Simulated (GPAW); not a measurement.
NiO:

```
Ni O
1.0
     0.00000    2.08590    2.08590
     2.08590    0.00000    2.08590
     2.08590    2.08590    0.00000
Ni O
1 1
Cartesian
  0.0000 0.0000 0.0000
  2.0859 2.0859 2.0859
```

Base run:

- Program: GPAW 26.7.0
- Functional: TPSS
- Potentials or basis: GPAW PAW data sets (gpaw-data 1.2.1)
- Cutoff: 800 eV
- Basis: pw
- k mesh: 8 × 8 × 8
- Occupations: fermi-dirac, width 0.05 eV
- Spin: collinear spin, ferromagnetic start
- Starting moments: [1.0, 0.0] μB

Its results: pressure 8.2 GPa; net moment 1.94 μB per cell; site moments Ni +1.62; O +0.22 μB.

Q: After a change of settings the same cell gave: pressure 7.1 GPa; net moment 1.94 μB per cell; site moments Ni +1.62; O +0.22 μB. Which change was it?
A. functional from TPSS to LDA; potentials or basis from GPAW PAW data sets (gpaw-data 1.2.1) to JTH PAW 2.0, LDA; valence electrons from 22 to 24
B. functional from TPSS to revTPSS
C. functional from TPSS to r4SCAN; band points from 60 to 100

A: B.

Caveats: the stock nickel data set gives pressures a few GPa off other programs; the PAW data sets were made with another functional, which shifts forces and pressure a little; a cell with one magnetic atom can't hold antiferromagnetic order, which such compounds often take.

Not every run made on this cell is shown here.
